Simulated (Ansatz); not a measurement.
# TiO2 (Anatase): the cost of one run

Method: DFT PBEsol, scalar-relativistic, plane waves, PAW, in Ansatz 0.2.0.

1 further run of the same task is left out (set aside as unsound or not needed).

### 1 The structure to begin with

Symmetry: I4_1/amd, No. 141, tetragonal system. The conventional cell has a = 3.770 Å, b = 3.770 Å, c = 9.552 Å, α = 90.00°, β = 90.00°, γ = 90.00°. Ti (site symmetry -4m2) has 6 O at 1.93 to 1.98 Å as nearest neighbours. O (site symmetry 2mm) is surrounded by 3 Ti at 1.93 to 1.98 Å.

Coordinates:

```
Ti O
1.0
    -1.88489    1.88489    4.77587
     1.88489   -1.88489    4.77587
     1.88489    1.88489   -4.77587
Ti O
2 4
Cartesian
  0.0000 0.0000 0.0000
  0.0000 1.8849 2.3879
  0.0000 0.0000 1.9822
  0.0000 1.8849 4.3702
  0.0000 1.8849 0.4057
  0.0000 0.0000 7.5695
```

It is the result of an earlier relaxation at this level (volume 11.31 Å³/atom; gap on the mesh: 2.12 eV).

### 2 A stricter relaxation

The response runs start from a cell at rest, found with their own mesh and filling of the bands.

input.yaml

```yaml
crystal:
  lattice:
    - [-1.8848916289, 1.8848916289, 4.7758664468]
    - [1.8848916289, -1.8848916289, 4.7758664468]
    - [1.8848916289, 1.8848916289, -4.7758664468]
  atoms:
    - { symbol: Ti, position: [0.0, 0.0, 0.0] }
    - { symbol: Ti, position: [0.75, 0.25, 0.5] }
    - { symbol: O, position: [0.207527598, 0.207527598, 0.0] }
    - { symbol: O, position: [0.957527598, 0.457527598, 0.5] }
    - { symbol: O, position: [0.542472402, 0.042472402, 0.5] }
    - { symbol: O, position: [0.792472402, 0.792472402, 0.0] }
basis:
  ecutwfc: 420
kpoints:
  mp_grid: { grid: [10, 10, 10] }
hamiltonian:
  xc: pbesol
scf:
  occupations: { method: fixed }
output:
  forces: true
  stress: true
  eigenvalues: true
relax:
  adjacent_minimum: "off"
  f_tol: 0.001
  max_steps: 60
  cell: { stress_tol: 0.01 }
```

The run is started by

```console
$ ansatz run input.yaml --threads 2 --pin off --max-ram 5120MiB --backend cpu --events-out ev --progress --plain --runs-dir out
```

What time and memory should one allow on 2 threads of Arm Neoverse V2, shared host?

About 9.9 s, with a peak of 0.45 GiB.
